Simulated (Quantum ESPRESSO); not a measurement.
Runs of Quantum ESPRESSO 7.5 on Rh. Symmetry: Fm-3m, No. 225, cubic system. The conventional cell has a = 3.796 Å, b = 3.796 Å, c = 3.796 Å, α = 90.00°, β = 90.00°, γ = 90.00°. Around Rh (site symmetry m-3m) lie 12 Rh at 2.68 Å. 

```tsv
task	level	potentials or basis	spin	form of the LDA correlation	gap on the mesh (eV)	pressure (GPa)	V0 of scaled cells (Å³/atom)	B0 (GPa)
band structure	PBE	PseudoDojo 0.4 FR PBE standard	SOC, no magnetisation	-	none	8.3	-	-
equation of state	PBEsol	PseudoDojo 0.4.1 SR PBEsol standard	off	-	-	-	13.52	296
equation of state	LDA	PseudoDojo 0.4.1 SR LDA standard	off	PW92	-	-	(b)	319
band structure	LDA	PseudoDojo 0.4.1 SR LDA standard	off	PW92	none	(a)	-	-
equation of state	PBE+D3(BJ)	PseudoDojo 0.4.1 SR PBE standard	off	-	-	-	(c)	278
```

Alike in all rows: cell as given; k mesh 12 × 12 × 12; cutoff (eV) 1197; smearing fermi-dirac 0.05 eV.

Task: Estimate the missing entries.

Result: (a) -9.5; (b) 13.24; (c) 13.76.

A k mesh can miss the band edges, and rows without SOC leave out spin-orbit coupling on Rh.

A gap of «none» marks a metal or a gap under the smearing width.
